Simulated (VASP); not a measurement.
Runs of VASP 6.6.1 on CoO. It takes space group P-6m2 (No. 187, hexagonal). The conventional cell has a = 2.828 Å, b = 2.828 Å, c = 2.722 Å, α = 90.00°, β = 90.00°, γ = 120.00°. Co (site symmetry -6m2) is surrounded by 6 O at 2.13 Å. O (site symmetry -6m2) has 6 Co at 2.13 Å as nearest neighbours. The cell was built by a generator and needn't be a form met in nature.

| level | gap on the mesh (eV) | pressure (GPa) | moment (μB) | relaxed volume (Å³/atom) |
| --- | --- | --- | --- | --- |
| PBE | none | 0.1 | 3.00 | (b) |
| PBE+D2 | none | 0.0 | 3.00 | 9.20 |
| BLYP | none | 0.0 | 3.00 | 9.88 |
| RPBE | none | -0.1 | 3.00 | 9.76 |
| revPBE | none | 0.0 | 3.00 | 9.65 |
| PBE+D3(BJ) | none | 0.1 | 3.00 | 9.20 |
| PBE+D3 | none | 0.0 | 3.00 | (a) |

Alike in all rows: task relaxation of cell and atoms; potentials or basis VASP PAW PBE potentials, release 64 (Co, O); spin collinear, ferromagnetic start; cell relaxed; k mesh 8 × 8 × 7; cutoff (eV) 600; smearing fermi-dirac 0.05 eV.

Q: Fill in the values left out.

A: (a) 9.25; (b) 9.40.

Caveats: a cell with one magnetic atom can't hold antiferromagnetic order, which such compounds often take; semilocal functionals often make such compounds metallic where correlation or magnetic order opens a gap, which also shifts bond lengths; pairwise dispersion overbinds metals, which lowers pressure and volume (some runs); the PAW data sets were made with another functional, which shifts forces and pressure a little (some runs); atom-pairwise D2, TS and ULG terms overbind metals (some runs).

A gap of «none» marks a metal or a gap under the smearing width.
